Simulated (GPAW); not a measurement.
# GaP (F-43m) in GPAW: settings compared

The runs below take GaP through band structure, equation of state, with AM05, rSCAN, PW91+D3(BJ).

All numbers are computed with GPAW 26.7.0; they aren't measurements. Logs are shortened: lines on timing, memory, paths and dates and some standing lists are left out, and cuts for length are marked. The log counts tension as positive stress, the text compression.

**Measured values to compare with.**

From “Stacking defects in GaP nanowires: Electronic structure and optical properties”, 2018, arxiv:1810.01194, for a bulk crystal of GaP at 10 K: band gap 2.34 eV (indirect).

“Phosphorous dimerization in GaP at high pressure”, 2017, arxiv:1709.06667 reports, for a bulk crystal of GaP: bulk modulus 87.5 ± 0.6 GPa.

The results are compared with them further down.

### Step 1. Starting point

It takes space group F-43m (No. 216, cubic). The conventional cell has a = 5.450 Å, b = 5.450 Å, c = 5.450 Å, α = 90.00°, β = 90.00°, γ = 90.00°. Ga (site symmetry -43m) has 4 P at 2.36 Å as nearest neighbours. P (site symmetry -43m) has 4 Ga at 2.36 Å as nearest neighbours.

### Step 2. Band structure, AM05, spin-orbit coupling, no magnetisation

run.py

```python
import numpy as np
from ase.dft.bandgap import bandgap
from ase.io import read, write
from ase.units import GPa
from gpaw import GPAW, PW, setup_paths
from gpaw.spinorbit import soc_eigenstates

setup_paths.insert(0, '.')

atoms = read('GaP.cif')

calc = GPAW(mode=PW(600),
            xc='AM05',
            kpts={'size': (8, 8, 8), 'gamma': True},
            occupations={'name': 'fermi-dirac', 'width': 0.05},
            nbands=11,
            convergence={'density': 1e-05, 'energy': 1e-05},
            maxiter=150,
            txt='gpaw.txt')
atoms.calc = calc
energy = atoms.get_potential_energy()
forces = atoms.get_forces()
stress = atoms.get_stress()
calc.write('gs.gpw')
write('result.traj', atoms)
print(f'Energy: {energy:.6f} eV')
print('Forces (eV/A):')
print(forces.round(4))
print('Stress (GPa):', (stress / GPa).round(3))
print('Fermi level:', round(calc.get_fermi_level(), 4), 'eV')
print(f'Gap: {bandgap(calc)[0]:.4f} eV, direct: {bandgap(calc, direct=True)[0]:.4f} eV')

path = atoms.cell.bandpath('GXWKGLUWLK,UX', npoints=60, eps=1e-4)
bs_calc = calc.fixed_density(kpts=path, symmetry='off', nbands=21,
                             convergence={'bands': 'CBM+6.0', 'eigenstates': 1e-6}, txt='bands.txt')
bs = bs_calc.band_structure()
bs.write('bs.json')
print(f'Gap on the path: {bandgap(bs_calc)[0]:.4f} eV')

soc = soc_eigenstates(bs_calc, theta=90, phi=45)
np.savetxt('soc_bands.dat', soc.eigenvalues(), fmt='%.4f')
mesh = soc_eigenstates('gs.gpw', theta=90, phi=45)
np.savetxt('soc_mesh.dat', mesh.eigenvalues(), fmt='%.4f')
print('Fermi level with spin-orbit coupling:', round(mesh.fermi_level, 4), 'eV')
```

GaP.cif

```cif
data_GaP
_cell_length_a 3.85408551
_cell_length_b 3.85408551
_cell_length_c 3.85408551
_cell_angle_alpha 60.00000000
_cell_angle_beta 60.00000000
_cell_angle_gamma 60.00000000
_space_group_name_H-M_alt 'P1'
_space_group_name_Hall 'P 1'
_space_group_IT_number 1
loop_
_space_group_symop_operation_xyz
'x,y,z'
loop_
_atom_site_label
_atom_site_type_symbol
_atom_site_symmetry_multiplicity
_atom_site_Wyckoff_symbol
_atom_site_fract_x
_atom_site_fract_y
_atom_site_fract_z
_atom_site_occupancy
Ga1 Ga 1 a 0.0000000000 0.0000000000 0.0000000000 1
P1 P 1 a 0.7500000000 0.7500000000 0.7500000000 1
```

Potentials or basis: PAW data sets generated in the run's folder for this functional, pw.

Started as:

```console
$ gpaw-setup -f AM05 Ga P
$ OMP_NUM_THREADS=1 python run.py
```

gpaw.txt:

```text
__  _  _
 | _ |_)|_||  |
 |__||  | ||/\| - 26.7.0

Input parameters:
  mode=PW(ecut=600.0),
  convergence={'density': 1e-05, 'energy': 1e-05},
  kpts=MonkhorstPack(size=(8, 8, 8), gamma=True),
  maxiter=150,
  nbands=11,
  occupations=Occupations(name='fermi-dirac', width=0.05),
  xc=XC(name='AM05')

Diagonalizing LCAO Hamiltonian
Converting LCAO to pw mode

                        P

       Ga

Atoms  # Å, Bohr magnetons
|   | symbol |        x |        y |        z |    initial magnetic moments |
|---|--------|----------|----------|----------|-----------------------------|
| 0 |     Ga | 0.000000 | 0.000000 | 0.000000 | ( 0.0000,  0.0000,  0.0000) |
| 1 |      P | 5.781128 | 3.337736 | 2.360136 | ( 0.0000,  0.0000,  0.0000) |

Unit cell  # Å
| periodic |        x |        y |        z |  lengths |    angles |
|----------|----------|----------|----------|----------|-----------|
|      yes | 3.854086 | 0.000000 | 0.000000 | 3.854086 | 60.000000 |
|      yes | 1.927043 | 3.337736 | 0.000000 | 3.854086 | 60.000000 |
|      yes | 1.927043 | 1.112579 | 3.146848 | 3.854086 | 60.000000 |

Number of symmetries: 24
Symmetry operations  # r_c * U_cc + t_c -> r_c
|    | kind |            matrix            |
|----|------|------------------------------|
|  0 |  E   |  1, 0, 0,  0, 1, 0,  0, 0, 1 |
|  1 |  σ   |  1, 0, 0,  0, 0, 1,  0, 1, 0 |
|  2 |  σ   |  1, 0,-1,  0, 1,-1,  0, 0,-1 |
|  3 |  C3  |  1, 0,-1,  0, 0,-1,  0, 1,-1 |
|  4 |  C3  |  1,-1, 0,  0,-1, 1,  0,-1, 0 |
|  5 |  σ   |  1,-1, 0,  0,-1, 0,  0,-1, 1 |
|  6 |  σ   |  0, 1, 0,  1, 0, 0,  0, 0, 1 |
|  7 |  C3  |  0, 1, 0,  0, 0, 1,  1, 0, 0 |
|  8 |  C2  |  0, 1,-1,  1, 0,-1,  0, 0,-1 |
|  9 |  S4  |  0, 1,-1,  0, 0,-1,  1, 0,-1 |
| 10 |  C3  |  0, 0, 1,  1, 0, 0,  0, 1, 0 |
| 11 |  σ   |  0, 0, 1,  0, 1, 0,  1, 0, 0 |
| 12 |  S4  |  0, 0,-1,  1, 0,-1,  0, 1,-1 |
| 13 |  C3  |  0, 0,-1,  0, 1,-1,  1, 0,-1 |
| 14 |  S4  |  0,-1, 1,  1,-1, 0,  0,-1, 0 |
| 15 |  C2  |  0,-1, 1,  0,-1, 0,  1,-1, 0 |
| 16 |  C3  |  0,-1, 0,  1,-1, 0,  0,-1, 1 |
| 17 |  S4  |  0,-1, 0,  0,-1, 1,  1,-1, 0 |
| 18 |  S4  | -1, 1, 0, -1, 0, 1, -1, 0, 0 |
| 19 |  C3  | -1, 1, 0, -1, 0, 0, -1, 0, 1 |
| 20 |  C3  | -1, 0, 1, -1, 1, 0, -1, 0, 0 |
| 21 |  S4  | -1, 0, 1, -1, 0, 0, -1, 1, 0 |
| 22 |  σ   | -1, 0, 0, -1, 1, 0, -1, 0, 1 |
| 23 |  C2  | -1, 0, 0, -1, 0, 1, -1, 1, 0 |

BZ-sampling:
  Number of BZ points: 512
  Number of IBZ points: 29

  Monkhorst-Pack size: [8, 8, 8]
  Monkhorst-Pack shift: [0.0625, 0.0625, 0.0625]

K-points  # in reciprocal-cell coordinates
|     |                                coordinates |     weight |
|-----|--------------------------------------------|------------|
|   0 | (  0.00000000,   0.00000000,   0.00000000) | 0.00195312 |
|   1 | (  0.12500000,   0.12500000,   0.00000000) | 0.01171875 |
|   2 | (  0.12500000,   0.12500000,   0.12500000) | 0.01562500 |
|   3 | (  0.25000000,   0.12500000,   0.12500000) | 0.02343750 |
|   4 | (  0.25000000,   0.25000000,   0.00000000) | 0.01171875 |
|   5 | (  0.25000000,   0.25000000,   0.12500000) | 0.04687500 |
|   6 | (  0.25000000,   0.25000000,   0.25000000) | 0.01562500 |
|   7 | (  0.37500000,   0.25000000,  -0.37500000) | 0.04687500 |
|   8 | (  0.37500000,   0.25000000,   0.12500000) | 0.04687500 |
|   9 | (  0.37500000,   0.25000000,   0.25000000) | 0.04687500 |
| ... |                                            |            |
|  28 | (  0.50000000,   0.50000000,   0.50000000) | 0.00781250 |

Plane wave coefficients: 1365
Cutoff: 600.0 eV

Spin-components: 1 (collinear spins)
Bands:           11
Projectors:      10
Spin-degeneracy: 2
Datatype:        complex128

Parallelization:
  kpt:    1
  domain: 1
  band:   1

Density:
  Valence electrons: 8.0
  Components: 1
  Grid points: [24 24 24]
  Charge: 0.0  # |e|

Potential:
  Grid points: [24 24 24]

species:
  Ga:
    name:    Gallium
    Z:       31.0
    valence: 3
    core:    28
    charge:  0.0  # [|e|]
    compensation charges:
      type: gauss
      rc: 0.37  # [Å]
      lmax: 2
    cutoffs:
      filter: 2.06  # [Å]
      core: 4.17  # [Å]
    projectors
    | kind |    occ | energy [eV] | rcut [Å] |
    |------|--------|-------------|----------|
    |   4s |  2.000 |      -8.914 |    1.164 |
    |   4p |  1.000 |      -2.533 |    1.164 |
    |    s |        |      18.298 |    1.164 |
    |    p |        |      24.678 |    1.164 |
    |    d |        |       0.000 |    1.164 |

    Using partial waves for Ga as LCAO basis

  P:
    name:    Phosphorus
    Z:       15.0
    valence: 5
    core:    10
    charge:  0.0  # [|e|]
    compensation charges:
      type: gauss
      rc: 0.30  # [Å]
      lmax: 2
    cutoffs:
      filter: 1.69  # [Å]
      core: 1.81  # [Å]
    projectors
    | kind |    occ | energy [eV] | rcut [Å] |
    |------|--------|-------------|----------|
    |   3s |  2.000 |     -13.869 |    0.953 |
    |   3p |  3.000 |      -5.453 |    0.953 |
    |    s |        |      13.342 |    0.953 |
    |    p |        |      21.758 |    0.953 |
    |    d |        |       0.000 |    0.953 |

    Using partial waves for P as LCAO basis

Reference energy: -62088.298956  # eV

eigensolver:
  PPCG
  Converge bands: occupied
  niter=2

density mixing:
  MSR1-Mixer
  Pratt-step length: 0.05
  Maximum mixing coefficient: 0.75
  Old densities: 10
  SVD Regularization: 0.005
  Good broyden scale: 1.0
  Trust region scale: 1.0
  Backstep threshold: 4.0
  History deletion threshold: 6.0
  Fourier metric: weight=20.0, sigma=0.015

occupation numbers:
  Fermi-Dirac:
    width: 0.0500  # eV

poisson solver:
  ecut: 4800.0  # eV

xc functional:
  name: AM05 with 2 nearest neighbor stencil

convergence criteria:
[... 6 lines left out ...]
|iter     | |      energy | eigst |  dens |
|---------|-|-------------|-------|-------|
|iter:   1| |   -9.538392 | -0.28 |       |
|iter:   2| |   -9.506472 | -2.35 | -0.85 |
|iter:   3| |   -9.359994 | -1.92 | -0.88 |
|iter:   4| |   -9.360407 | -3.43 | -1.53 |
|iter:   5| |   -9.360635 | -4.35 | -2.07 |
|iter:   6| |   -9.360661 | -5.64 | -2.78 |
|iter:   7| |   -9.360662c| -7.39 | -3.89 |
|iter:   8| |   -9.360662c| -7.66c| -4.42 |
|iter:   9| |   -9.360662c| -8.60c| -5.30c|

Converged in 9 steps
Energy contributions relative to reference atoms: (reference = -62088.298956)

Energy contributions:
  Kinetic:          23.940577
  Coulomb:         -21.085090
  Zero:              0.012754
  External:          0.000000
  Xc:              -12.228903
  Entropy:          -0.000000
  Spinorbit:         0.000000
  ----------------------------
  Free energy:      -9.360662
  Extrapolated:     -9.360662

dipole moment: (-15.290407, -8.827921, -6.242282)  # |e|*Ang

Fermi level: 5.693
Eigenvalues  # (at kpt = [0.000, 0.000, 0.000])
| band index |      eig [eV] | occ [0-2] |
|------------|---------------|-----------|
|          0 |        -7.547 |     2.000 |
|          1 |         4.910 |     2.000 |
|          2 |         4.910 |     2.000 |
|          3 |         4.910 |     2.000 |
|          4 |         6.802 |     0.000 |
|          5 |         8.790 |     0.000 |
|          6 |         8.790 |     0.000 |
|          7 |         8.790 |     0.000 |
|          8 |        13.740 |     0.000 |
|          9 |        14.571 |     0.000 |
|         10 |        14.571 |     0.000 |

Gap: 1.625 eV
Transition (v -> c):
  (s=0, k=0, n=3, [0.00, 0.00, 0.00]) -> (s=0, k=12, n=4, [0.38, 0.38, 0.00])
Direct/indirect transitions are different
Direct gap: 1.892 eV
Transition at: (s=0, k=0, n=3, [0.00, 0.00, 0.00])

Forces  # eV/Ang
|        x |        y |        z |
|----------|----------|----------|
| -0.00000 | -0.00000 | -0.00000 |  # Ga   0
| -0.00000 | -0.00000 |  0.00000 |  # P    1

Stress tensor  # eV/Ang^3
|         x |         y |         z |
|-----------|-----------|-----------|
| -0.011313 |  0.000000 |  0.000000 |
| -0.000000 | -0.011313 |  0.000000 |
|  0.000000 |  0.000000 | -0.011313 |

# Writing to gs.gpw (mode='')
```

Run time: 21 s. Hardware: 1 thread of Arm Neoverse V2, shared host; peak memory 0.23 GiB.

What came out:

- Free energy: -9.3607 eV
- Pressure: 1.8 GPa
- Band gap on the k mesh: 1.59 eV, indirect (least direct gap 1.86 eV)
- Band gap along the path: 1.54 eV, indirect (least direct gap 1.86 eV)

Levels at the corners of the path, in eV from the valence-band top:
| point | band 4 | band 5 | band 6 | band 7 | band 8 | band 9 | band 10 | band 11 | band 12 | band 13 |
| --- | --- | --- | --- | --- | --- | --- | --- | --- | --- | --- |
| Γ | -0.09 | 0.00 | 0.00 | 0.00 | 0.00 | 1.86 | 1.86 | 3.73 | 3.73 | 3.91 |
| X | -6.78 | -2.73 | -2.73 | -2.70 | -2.70 | 1.60 | 1.60 | 1.78 | 1.78 | 10.51 |
| W | -6.54 | -3.65 | -3.63 | -3.48 | -3.43 | 4.67 | 4.68 | 4.85 | 4.88 | 6.01 |
| K | -6.55 | -4.00 | -3.98 | -2.29 | -2.29 | 2.14 | 2.15 | 4.78 | 4.78 | 8.19 |
| Γ | -0.09 | 0.00 | 0.00 | 0.00 | 0.00 | 1.86 | 1.86 | 3.73 | 3.73 | 3.91 |
| L | -6.65 | -1.19 | -1.19 | -1.11 | -1.11 | 1.67 | 1.67 | 4.64 | 4.64 | 4.71 |
| U | -6.55 | -4.00 | -3.98 | -2.29 | -2.29 | 2.14 | 2.15 | 4.78 | 4.78 | 8.19 |
| W | -6.54 | -3.65 | -3.63 | -3.48 | -3.43 | 4.67 | 4.68 | 4.85 | 4.88 | 6.01 |
| L | -6.65 | -1.19 | -1.19 | -1.11 | -1.11 | 1.67 | 1.67 | 4.64 | 4.64 | 4.71 |
| K | -6.55 | -4.00 | -3.98 | -2.29 | -2.29 | 2.14 | 2.15 | 4.78 | 4.78 | 8.19 |
| U | -6.55 | -4.00 | -3.98 | -2.29 | -2.29 | 2.14 | 2.15 | 4.78 | 4.78 | 8.19 |
| X | -6.78 | -2.73 | -2.73 | -2.70 | -2.70 | 1.60 | 1.60 | 1.78 | 1.78 | 10.51 |

Caveat: spin-orbit coupling was added after a scalar SCF, so levels and gaps hold it while energy, forces, pressure and moments don't; this program's spin-orbit splittings come out too wide for heavy elements.

(Continued in part 2 of 2.)
